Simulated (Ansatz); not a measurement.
Input and command of a plane-wave DFT calculation in Ansatz:

```yaml
crystal:
  lattice:
    - [4.5922, 0.0, 0.0]
    - [0.0, 4.5922, 0.0]
    - [0.0, 0.0, 2.9574]
  atoms:
    - { symbol: Ti, position: [0.0, 0.0, 0.0] }
    - { symbol: Ti, position: [0.5, 0.5, 0.5] }
    - { symbol: O, position: [0.30496, 0.30496, 0.0] }
    - { symbol: O, position: [0.19504, 0.80496, 0.5] }
    - { symbol: O, position: [0.69504, 0.69504, 0.0] }
    - { symbol: O, position: [0.80496, 0.19504, 0.5] }
basis:
  ecutwfc: 420
kpoints:
  mp_grid: { grid: [6, 6, 10] }
hamiltonian:
  xc: pbe
scf:
  occupations: { method: gaussian, width: 0.02 }
output:
  forces: true
  stress: true
  eigenvalues: true
  populations: true
```

```bash
ansatz run input.yaml --threads 1 --pin off --max-ram 2560MiB --backend cpu --events-out ev --progress --plain --runs-dir out
```

Processor: Arm Neoverse V2, 1 thread, on a host shared with other jobs.

Task: Estimate time, memory and problem size.

Result: About 5.4 s on 1 thread of Arm Neoverse V2 (shared host), peak memory 0.36 GiB. It solves 30 bands at 60 k points (the mesh reduced by the symmetry that the task leaves, which can be less than the crystal's) with about 1217 plane waves, in 6 SCF iterations.
